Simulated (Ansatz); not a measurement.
Zn on an O site in ZnO

Theory: DFT PBE, scalar-relativistic, plane waves, PAW (Ansatz). (420 eV cutoff, 2×2×2 k-mesh, Gaussian smearing of 0.01 eV, collinear spin in charge -1 alone)

Host crystal, relaxed:

```xyz
8
Lattice="5.6085 0.0000 0.0000 0.0000 5.6085 0.0000 0.0000 0.0000 3.2791" Properties=species:S:1:pos:R:3 pbc="T T T"
Zn    1.0189    1.0189    1.6396
Zn    4.5895    4.5895    1.6396
Zn    3.8232    1.7853    0.0000
Zn    1.7853    3.8232    0.0000
O     4.5901    1.0183    1.6396
O     1.0183    4.5901    1.6396
O     3.8226    3.8226    0.0000
O     1.7859    1.7859    0.0000
```

Supercell of 32 atoms, rows in host cell vectors: -1 -1 0; 1 -1 0; 0 1 2. Atoms relax at the host's cell, keeping the symmetry that the supercell leaves at the site. The cell is small, so energies carry finite-size errors of tenths of an eV. The host's Kohn–Sham gap is 0.76 eV. Atoms are taken from and returned to the elements' standard states. Charged cells are corrected for image charges with the computed static dielectric tensor (mean 10.2) and aligned with the host's potential at far atoms (alignment terms reach 0.78 eV; the program doubts the alignment in some charges, where it is up to 0.78 eV). No band-filling term is added, and the Fermi level counts from the host's valence band top.

Defect: Zn on an O site set at (0.818, 0.182, 0.500) of the host cell. Before relaxation its nearest neighbours are 2 Zn at 1.97 Å, 2 Zn at 2.04 Å.

| charge | E_f at the valence band top (eV) | over the neutral state (eV) | moment (μB) | largest move (Å) | atoms near the site |
| --- | --- | --- | --- | --- | --- |
| 0 | 6.50 | 0.00 | 0.00 | 0.49 | 2 Zn at 2.37 Å, 2 Zn at 2.47 Å, 1 O at 2.99 Å |
| -1 | 9.06 | 2.56 | 0.50 | 0.50 | 2 Zn at 2.32 Å, 2 Zn at 2.40 Å |
| -2 | 12.10 | 5.60 | 0.00 | 0.43 | 2 Zn at 2.28 Å, 2 Zn at 2.34 Å |

Among the charges computed the stable one is 0 at the valence band top and stays so across the gap. In charge -1, -2 the extra carrier would gain by moving to a band edge of the host, so it isn't bound in the gap. In charge -1 the cell has partly filled bands: a level of the defect may be part filled, the carrier may sit in the host's bands, or levels may cross between the k points, so transitions that involve it are doubtful. Fractional moments come from partly filled bands of the small cell.